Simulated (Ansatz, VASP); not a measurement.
CuO: VASP beside Ansatz

The input INCAR:

```
PREC = Accurate
ENCUT = 520
EDIFF = 1E-6
ISMEAR = -1
SIGMA = 0.03
LREAL = False
LASPH = True
NELM = 80
ALGO = Normal
ISIF = 2
LWAVE = False
LCHARG = False
GGA = PE
NBANDS = 25
```

File KPOINTS:

```
regular mesh
0
Gamma
  5 5 3
```

File POSCAR:

```
CuO
1.0
    1.9909680000     -2.1535500000      0.0000000000
    1.9909680000      2.1535500000      0.0000000000
    0.0000000000      0.0000000000      5.1559280000
Cu O
2 2
Direct
    0.5000000000      0.0000000000      0.0000000000
    0.0000000000      0.5000000000      0.5000000000
    0.5000000000      0.5000000000      0.2500000000
    0.5000000000      0.5000000000      0.7500000000
```

input.yaml

```yaml
crystal:
  lattice:
    - [1.990968, -2.15355, 0.0]
    - [1.990968, 2.15355, 0.0]
    - [0.0, 0.0, 5.155928]
  atoms:
    - { symbol: Cu, position: [0.5, 0.0, 0.0] }
    - { symbol: Cu, position: [0.0, 0.5, 0.5] }
    - { symbol: O, position: [0.5, 0.5, 0.25] }
    - { symbol: O, position: [0.5, 0.5, 0.75] }
kpoints:
  mp_grid: { grid: [5, 5, 3] }
scf:
  occupations: { method: fermi_dirac, width: 0.03 }
hamiltonian:
  xc: pbe
  pseudopotentials: { kind: all_electron, lapw: { basis_error: 0.002 } }
output:
  forces: true
  stress: true
  eigenvalues: true
```

Measurements of this composition are mostly on another form, of space group No. 15.

Alike in both runs: task single point; functional PBE; k mesh 5 × 5 × 3; occupations fermi-dirac, width 0.03 eV; no spin polarisation.

|  | VASP | Ansatz |
| --- | --- | --- |
| version | VASP 6.6.1 | Ansatz 0.2.0 |
| potentials or method | VASP PAW PBE potentials, release 64 (Cu, O) | all-electron LAPW, scalar-relativistic |
| plane-wave cutoff (eV) | 520 | see its input |

|  | VASP | Ansatz | Ansatz less VASP |
| --- | --- | --- | --- |
| gap on the k mesh at the Fermi level (eV) | none | none | - |
| pressure (GPa) | 1.8 | 1.2 | -0.62 |
| largest component of the traceless stress (GPa) | 0.82 | 0.77 | -0.046 |

A gap of «none» marks a metal or a gap that the smearing closes. Ansatz ran all-electron here, so the differences hold the error of VASP's frozen core and of both bases.

Caveats: the k mesh is coarse (spacing up to 0.43 Å⁻¹), so the values aren't converged; the run has no spin polarisation, though such a crystal can be magnetic; semilocal functionals often make such compounds metallic where correlation or magnetic order opens a gap, which also shifts bond lengths; the k mesh is thin for a metal, which can move the energy by tens of meV per atom (Ansatz).
